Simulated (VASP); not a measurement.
# ZnS (P6_3mc) in VASP: settings compared

ZnS is run at these levels: PBEsol, RPBE, r2SCAN; tasks: single point, relaxation of cell and atoms.

All numbers are computed with VASP 6.6.1; they aren't measurements. Logs are shortened: lines on timing, memory, paths and dates and some standing lists are left out, and cuts for length are marked.

**Measured values to compare with.**

A printed reference work, monograph reports, for a bulk crystal of ZnS at 4 K: band gap 3.911 eV (direct).

The runs below are set against these values where they give the same quantity.

## Step 1: The cell of the first run

It takes space group P6_3mc (No. 186, hexagonal). Conventional cell: a = 3.898 Å, b = 3.898 Å, c = 12.766 Å, α = 90.00°, β = 90.00°, γ = 120.00°. Zn (site symmetry 3m) has 4 S at 2.39 Å within 3.2 Å. Zn (site symmetry 3m) has 4 S at 2.39 Å within 3.2 Å. S (site symmetry 3m) has 4 Zn at 2.39 Å within 3.2 Å. Within 3.2 Å of S (site symmetry 3m) lie 4 Zn at 2.39 Å.

## Step 2: Single point, PBEsol

The input, INCAR:

```
PREC = Accurate
ENCUT = 520
EDIFF = 1E-7
ISMEAR = -1
SIGMA = 0.05
LREAL = F
LASPH = T
NELM = 80
ALGO = Normal
ISIF = 2
LWAVE = F
LCHARG = F
GGA = PS
NBANDS = 46
```

The input, KPOINTS:

```
Automatic mesh
0
Gamma
  8 8 3
```

The input, POSCAR:

```
ZnS
1.0
    3.8976739363      0.0000000000      0.0000000000
   -1.9488369681      3.3754846444      0.0000000000
    0.0000000000      0.0000000000     12.7655525367
Zn S
4 4
Direct
    0.6666666667      0.3333333333      0.7500000000
    0.3333333333      0.6666666667      0.2500000000
    0.0000000000      0.0000000000      0.5000000000
    0.0000000000      0.0000000000      0.0000000000
    0.6666666667      0.3333333333      0.9375000000
    0.3333333333      0.6666666667      0.4375000000
    0.0000000000      0.0000000000      0.6875000000
    0.0000000000      0.0000000000      0.1875000000
```

Potentials or basis: VASP PAW PBE potentials, release 64 (Zn, S).

Command:

```
> cat potpaw_PBE.64/Zn/POTCAR potpaw_PBE.64/S/POTCAR > POTCAR
> mpirun -np 1 vasp_std > vasp.out
```

OUTCAR:

```text
PREC = Accurate
   ENCUT = 520
   EDIFF = 1E-7
   ISMEAR = -1
   LREAL = F
   LASPH = T
   NELM = 80
   ISIF = 2
   GGA = PS

 ion  position               nearest neighbor table
   1  0.667  0.333  0.750-   7 2.39   7 2.39   7 2.39   5 2.39
   2  0.333  0.667  0.250-   8 2.39   8 2.39   8 2.39   6 2.39
   3  0.000  0.000  0.500-   6 2.39   6 2.39   6 2.39   7 2.39
   4  0.000  0.000  0.000-   5 2.39   5 2.39   5 2.39   8 2.39
   5  0.667  0.333  0.938-   4 2.39   4 2.39   4 2.39   1 2.39
   6  0.333  0.667  0.438-   3 2.39   3 2.39   3 2.39   2 2.39
   7  0.000  0.000  0.688-   1 2.39   1 2.39   1 2.39   3 2.39
   8  0.000  0.000  0.188-   2 2.39   2 2.39   2 2.39   4 2.39

  LATTYP: Found a hexagonal cell.
 ALAT       =     3.8976739363
 C/A-ratio  =     3.2751719988

  Lattice vectors:

 A1 = (   3.8976739363,   0.0000000000,   0.0000000000)
 A2 = (  -1.9488369681,   3.3754846444,   0.0000000000)
 A3 = (   0.0000000000,   0.0000000000,  12.7655525367)

Analysis of symmetry for initial positions (statically):
=====================================================================
 Subroutine PRICEL returns:
 Original cell was already a primitive cell.

 Routine SETGRP: Setting up the symmetry group for a
 hexagonal supercell.

 Subroutine GETGRP returns: Found 12 space group operations
 (whereof  6 operations were pure point group operations)
 out of a pool of 24 trial point group operations.

The static configuration has the point symmetry C_3v.
 The point group associated with its full space group is C_6v.

Analysis of symmetry for dynamics (positions and initial velocities):
=====================================================================
 Subroutine PRICEL returns:
 Original cell was already a primitive cell.

 Routine SETGRP: Setting up the symmetry group for a
 hexagonal supercell.

 Subroutine GETGRP returns: Found 12 space group operations
 (whereof  6 operations were pure point group operations)
 out of a pool of 24 trial point group operations.

The dynamic configuration has the point symmetry C_3v.
 The point group associated with its full space group is C_6v.

 Subroutine INISYM returns: Found 12 space group operations
 (whereof  6 operations are pure point group operations),
 and found     1 'primitive' translations

[... 103 lines left out ...]
   EDIFFG = 0.1E-05   stopping-criterion for IOM
   NSW    =      0    number of steps for IOM
   IBRION =     -1    ionic relax: 0-MD 1-quasi-New 2-CG
   NFREE  =      0    steps in history (QN), initial steepest desc. (CG)
   ISIF   =      2    stress and relaxation
   ISYM   =      2    0-nonsym 1-usesym 2-fastsym
   POTIM  = 0.5000    time-step for ionic-motion
   TEBEG  =    0.0;   TEEND  =   0.0 temperature during run
   PSTRESS=    0.0 pullay stress
   NELECT =      72.0000    total number of electrons
   NUPDOWN=      -1.0000    fix difference up-down
   EMIN   =  10.00;   EMAX   =-10.00  energy-range for DOS
   EFERMI =   0.00;   METHOD = LEGACY
   ISMEAR =    -1;   SIGMA  =   0.05  broadening in eV -4-tet -1-fermi 0-gaus
   EFERMI_NEDOS =   21; number of points for ismear=-14 and -15
   IALGO  =     38    algorithm
   IMIX   =      4    mixing-type and parameters
     AMIX     =   0.40;   BMIX     =  1.00
     AMIX_MAG =   1.60;   BMIX_MAG =  1.00
  volume/ion in A,a.u.               =      20.99       141.67
  Fermi-wavevector in a.u.,A,eV,Ry     =   1.234408  2.332692 20.732041  1.523762
  Thomas-Fermi vector in A             =   2.369099
   LORBIT       =      0    0 simple, 1 ext, 2 COOP (PROOUT), +10 PAW based schemes
   GGA     = PS    functional components
   LHFCALC =     F    Hartree Fock is set to
   AEXX    =    0.0000 exact exchange contribution
   IVDW    =     0    specifies the selected vdW correction
   LEPSILON=     F    determine dielectric tensor
   LRPA    =     F    only Hartree local field effects (RPA)
 non-spin polarized calculation
  energy-cutoff  :      520.00
  volume of cell :      167.95
 maximum number of plane-waves:      4554
 NGX is ok and might be reduce to    30
   NGX = 15   NGY = 15   NGZ = 47

 number of electron      72.0000037 magnetization

 Free energy of the ion-electron system (eV)
  ---------------------------------------------------
  ext. energy  EPLUGINS =         0.00000000
  ---------------------------------------------------
  free energy    TOTEN  =       -30.08880886 eV

  energy without entropy =      -30.08880886  energy(sigma->0) =      -30.08880886

 E-fermi :   2.3762     XC(G=0):  -9.5567

 val. band max:        1.4634170562   @ k =   0.0000   0.0000   0.0000
 cond. band min:       3.2094069518   @ k =   0.0000   0.0000   0.0000
 fundamental gap:      1.7459898956
 Fermi energy:         2.3762066140

 k-point     1 :       0.0000    0.0000    0.0000
  band No.  band energies     occupation
      1     -11.2872      2.00000
      2     -10.9101      2.00000
      3     -10.8987      2.00000
      4     -10.4535      2.00000
      5      -4.6788      2.00000
      6      -4.6756      2.00000
[... 969 lines left out ...]
     45       8.5875      0.00000
     46       8.8300      0.00000

------------------------ aborting loop because EDIFF is reached ----------------------------------------

  FORCE on cell =-STRESS in cart. coord.  units (eV):
  Direction    XX          YY          ZZ          XY          YZ          ZX
  --------------------------------------------------------------------------------------
  -------------------------------------------------------------------------------------
  Total       -5.7979989     -5.7979989     -5.9392314     -0.0000000      0.0000000      0.0000000
  in kB      -55.3104834    -55.3104834    -56.6577821     -0.0000000      0.0000000      0.0000000
  external PRESSURE =     -55.7595830 kB  Pullay stress =       0.0000000 kB

 VOLUME and BASIS-vectors are now :
 -----------------------------------------------------------------------------
  energy-cutoff  :      520.00
  volume of cell :      167.95
      direct lattice vectors                 reciprocal lattice vectors
     3.897673936  0.000000000  0.000000000     0.256563278  0.148126877  0.000000000
    -1.948836968  3.375484644  0.000000000     0.000000000  0.296253755  0.000000000
     0.000000000  0.000000000 12.765552537     0.000000000  0.000000000  0.078335818

 POSITION                                       TOTAL-FORCE (eV/Angst)
 -----------------------------------------------------------------------------------
      1.94884      1.12516      9.57416         0.000000      0.000000      0.000892
     -0.00000      2.25032      3.19139        -0.000000      0.000000      0.000892
      0.00000      0.00000      6.38278         0.000000     -0.000000      0.006889
      0.00000      0.00000      0.00000        -0.000000      0.000000      0.006889
      1.94884      1.12516     11.96771        -0.000000      0.000000      0.019492
     -0.00000      2.25032      5.58493         0.000000     -0.000000      0.019492
      0.00000      0.00000      8.77632        -0.000000      0.000000     -0.027273
      0.00000      0.00000      2.39354         0.000000     -0.000000     -0.027273
 -----------------------------------------------------------------------------------
    total drift:                               -0.000001     -0.000001     -0.000380

  FREE ENERGIE OF THE ION-ELECTRON SYSTEM (eV)
  ---------------------------------------------------
  free  energy   TOTEN  =       -30.0888088566 eV

  energy  without entropy=      -30.0888088554  energy(sigma->0) =      -30.08880886
```

OSZICAR:

```text
N       E                     dE             d eps       ncg     rms          rms(c)
DAV:   1     0.579323193566E+03    0.57932E+03   -0.33073E+04  1840   0.186E+03
DAV:   2     0.476211095602E+02   -0.53170E+03   -0.51173E+03  1848   0.428E+02
DAV:   3    -0.279694120540E+02   -0.75591E+02   -0.74577E+02  2058   0.150E+02
DAV:   4    -0.316367082481E+02   -0.36673E+01   -0.36512E+01  2236   0.332E+01
DAV:   5    -0.316945623150E+02   -0.57854E-01   -0.57827E-01  2180   0.423E+00    0.119E+01
DAV:   6    -0.300639460685E+02    0.16306E+01   -0.38614E+00  2770   0.432E+01    0.929E+00
DAV:   7    -0.301284410947E+02   -0.64495E-01   -0.34080E+00  2074   0.750E+00    0.379E+00
DAV:   8    -0.300892214378E+02    0.39220E-01   -0.19127E-01  2352   0.420E+00    0.852E-01
DAV:   9    -0.300882753164E+02    0.94612E-03   -0.43373E-02  2386   0.267E+00    0.272E-01
DAV:  10    -0.300885049511E+02   -0.22963E-03   -0.30544E-03  2336   0.562E-01    0.168E-01
DAV:  11    -0.300888754730E+02   -0.37052E-03   -0.10471E-03  2288   0.366E-01    0.910E-02
DAV:  12    -0.300888004608E+02    0.75012E-04   -0.45363E-04  2358   0.406E-01    0.206E-02
DAV:  13    -0.300888056115E+02   -0.51507E-05   -0.92992E-05  2380   0.881E-02    0.145E-02
DAV:  14    -0.300888083780E+02   -0.27665E-05   -0.16723E-05  2064   0.466E-02    0.467E-03
DAV:  15    -0.300888089472E+02   -0.56920E-06   -0.25490E-06  2490   0.143E-02    0.320E-03
DAV:  16    -0.300888090446E+02   -0.97396E-07   -0.33449E-06  2504   0.195E-02    0.213E-03
DAV:  17    -0.300888088916E+02    0.15295E-06   -0.38365E-07  1708   0.620E-03    0.101E-03
DAV:  18    -0.300888088566E+02    0.35036E-07   -0.78430E-08  1214   0.156E-03
   1 F= -.30088809E+02 E0= -.30088809E+02  d E =-.114423E-08
```

It took 3.8 min on 1 thread of Intel Xeon Platinum 8259CL at 2.50GHz (Skylake/Cascade Lake), shared host; peak memory 0.33 GiB.

What came out:

* Free energy: -30.0888 eV
* Pressure: -5.6 GPa
* Largest force: 0.027 eV/Å
* Band gap on the k mesh: 1.75 eV

Forces in eV/Å, atoms in the order of the input:
```
Zn   0.000  0.000  0.001
Zn   0.000  0.000  0.001
Zn   0.000  0.000  0.007
Zn   0.000  0.000  0.007
S    0.000  0.000  0.019
S    0.000  0.000  0.019
S    0.000  0.000 -0.027
S    0.000  0.000 -0.027
```

Levels at points of the mesh, in eV from the valence-band top:
```tsv
k point	band 32	band 33	band 34	band 35	band 36	band 37	band 38	band 39	band 40	band 41
(0.00, 0.00, 0.00)	-0.41	-0.41	-0.04	0.00	0.00	1.75	2.97	3.11	3.33	6.29
(0.50, 0.00, 0.00)	-1.47	-1.46	-1.45	-1.01	-0.80	3.13	3.25	3.66	4.21	4.74
```

Caveat: the cell stands under tension; the PAW data sets were made with another functional, which shifts forces and pressure a little. Expect the measured gap to be larger: semilocal functionals such as PBEsol lack the derivative discontinuity.

## Step 3: Single point, RPBE

This run uses another cell than the first one, of 20.94 Å³/atom.

The input, INCAR:

```
PREC = Accurate
ENCUT = 520
EDIFF = 1E-6
ISMEAR = -1
SIGMA = 0.05
LREAL = False
LASPH = True
NELM = 60
ALGO = Normal
ISIF = 2
LWAVE = False
LCHARG = False
GGA = RP
NBANDS = 46
```

KPOINTS is that of step 2.

The input, POSCAR:

```
ZnS
1.0
    3.8955385539      0.0000000000      0.0000000000
   -1.9477692770      3.3736353491      0.0000000000
    0.0000000000      0.0000000000     12.7482946203
Zn S
4 4
Direct
    0.6666666667      0.3333333333      0.7501074446
    0.3333333333      0.6666666667      0.2501074446
    0.0000000000      0.0000000000      0.5000970357
    0.0000000000      0.0000000000      0.0000970357
    0.6666666667      0.3333333333      0.9375682043
    0.3333333333      0.6666666667      0.4375682043
    0.0000000000      0.0000000000      0.6872273154
    0.0000000000      0.0000000000      0.1872273154
```

Potentials or basis: VASP PAW PBE potentials, release 64 (Zn, S).

Command:

```
> cat potpaw_PBE.64/Zn/POTCAR potpaw_PBE.64/S/POTCAR > POTCAR
> mpirun -np 1 vasp_std > vasp.out
```

Wall time 89 s (1 thread of Intel Xeon 6975P-C (Granite Rapids), shared host); peak memory 0.33 GiB.

It converged, with:

```
Free energy            : -24.8143 eV
Pressure               : 0.1 GPa
Largest force          : 0.009 eV/Å
Band gap on the k mesh : 2.06 eV
```

Forces on the atoms (eV/Å):
```
Zn   0.000  0.000 -0.008
Zn   0.000  0.000 -0.008
Zn   0.000  0.000 -0.009
Zn   0.000  0.000 -0.009
S    0.000  0.000  0.008
S    0.000  0.000  0.008
S    0.000  0.000  0.009
S    0.000  0.000  0.009
```

Levels at points of the mesh, in eV from the valence-band top:
```
           k point  band 32  band 33  band 34  band 35  band 36  band 37  band 38  band 39  band 40  band 41
(0.00, 0.00, 0.00)    -0.41    -0.41    -0.04     0.00     0.00     2.06     3.21     3.35     3.57     6.44
(0.50, 0.00, 0.00)    -1.44    -1.43    -1.42    -0.99    -0.78     3.39     3.54     3.91     4.46     4.92
```

Caveat: the PAW data sets were made with another functional, which shifts forces and pressure a little.

[end of part 1 of 2]
